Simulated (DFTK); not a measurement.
The system is BN.

```xyz
2
Lattice="0.0000 1.8130 1.8130 1.8130 0.0000 1.8130 1.8130 1.8130 0.0000" Properties=species:S:1:pos:R:3 pbc="T T T"
N     0.9065    0.9065    0.9065
B     0.0000    0.0000    0.0000
```

The cell is a database's computed one.

Base run:

| Item | Value |
| --- | --- |
| Program | DFTK 0.8.2 |
| Functional | LDA |
| Potentials or basis | cp2k.nc.sr.lda.v0_1.largecore.gth (LDA, GTH) |
| Cutoff | 2231 eV |
| k mesh | 13 × 13 × 13 |
| Occupations | fermi-dirac, width 0.05 eV |
| Spin | no spin polarisation |

Its results: band gap on the k mesh 4.43 eV, indirect (least direct gap 8.62 eV); pressure -15.6 GPa.

Q: The run is repeated on the same cell with these changes: functional from LDA to PBEsol; potentials or basis from cp2k.nc.sr.lda.v0_1.largecore.gth (LDA, GTH) to SPMS 1.0 (PBE); cutoff from 2231 eV to 1225 eV. What comes out?

A: Band gap on the k mesh 4.38 eV, indirect (least direct gap 8.78 eV); pressure -6.0 GPa.

Caveats: GTH potentials come without recommended cutoffs, and this one wasn't checked for convergence (some runs); so large a pressure means that the cell lies far from this level's equilibrium, or that cutoff or potentials fall short (some runs); the potentials were made for another functional, which shifts forces and pressure (some runs).

A k mesh can miss the band edges.
